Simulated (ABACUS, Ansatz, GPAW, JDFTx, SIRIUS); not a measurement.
The equilibrium volume of Nb, sorted by core time

```cif
data_structure
_symmetry_space_group_name_H-M 'Im-3m'
_symmetry_Int_Tables_number 229
_cell_length_a 3.3279
_cell_length_b 3.3279
_cell_length_c 3.3279
_cell_angle_alpha 90.000
_cell_angle_beta 90.000
_cell_angle_gamma 90.000
_cell_volume 36.86
loop_
_atom_site_label
_atom_site_type_symbol
_atom_site_symmetry_multiplicity
_atom_site_Wyckoff_symbol
_atom_site_fract_x
_atom_site_fract_y
_atom_site_fract_z
_atom_site_occupancy
Nb1 Nb 2 a 0.00000 0.00000 0.00000 1
```

```csv
rung,level,program and potentials,cutoff (eV),k mesh,smearing,task,core time,chip,equilibrium volume (Å³/atom),miss,notes
GGA + dispersion,revPBE+D4,"Ansatz, all-electron LAPW, scalar-relativistic",-,11 × 11 × 11,fermi-dirac 0.05,relaxation of cell and atoms,13 s,Arm Neoverse V2,17.96,+0.3 %,-
GGA + dispersion,PBEsol+D3(BJ),"Ansatz, all-electron LAPW, scalar-relativistic",-,11 × 11 × 11,fermi-dirac 0.05,relaxation of cell and atoms,14 s,Arm Neoverse V1,16.90,-5.6 %,-
GGA,SOGGA,"ABACUS, SPMS ONCV 1.0 PBE, plane waves",1116,9 × 9 × 9,fermi-dirac 0.05,relaxation of cell and atoms,22 s,Intel Xeon Platinum 8488C Sapphire Rapids,17.41,-2.7 %,potentials made for PBE
GGA,PBE,"ABACUS, PseudoDojo NC SR 0.4.1 PBE standard, plane waves",1116,9 × 9 × 9,fermi-dirac 0.05,equation of state,42 s,Intel Xeon Platinum 8488C Sapphire Rapids,18.13,+1.3 %,fit through 4 volumes
GGA,PBE,"JDFTx, SPMS-PBE-1.0 with smoothed tails",1088,11 × 11 × 11,fermi-dirac 0.05,relaxation of cell and atoms,75 s,AMD EPYC 7R43 Zen 3,18.23,+1.8 %,-
GGA,PBEsol,"GPAW, PAW data sets generated for this functional",600,11 × 11 × 11,fermi-dirac 0.05,equation of state,83 s,Arm Neoverse V1,(a),?,-
GGA,PBE,"SIRIUS, all-electron FP-LAPW, apw+lo standard",-,11 × 11 × 11,fermi-dirac 0.05,equation of state,2 min,Arm Neoverse V2,(b),?,-
```

Times are single runs on shared hosts and different chips, so they are rough; meshes, cutoffs and the tasks' sizes weigh on the time. All rows: no spin polarisation. Smearing widths are in eV. For a metal such meshes aren't converged. Meshes differ between rows, which moves values too. Meshes are those of the run's cell of 1 atom unless a note names another. Relaxations start from the cell shown or near it and stop with a little pressure left. The cell shown, of 18.43 Å³ an atom, is the runs' start and not the measured value. Misses use the values as printed. Runs on faulty files, with rough fits or with known faults for this quantity aren't shown. No row holds spin-orbit coupling.

Measured: 17.9 Å³/atom (arxiv:1906.07796). The runs are for a static lattice.

Task: Estimate the values left out from the other rows.

Result: (a) 17.52 Å³/atom, miss -2.1 %; (b) 18.20 Å³/atom, miss +1.7 %.
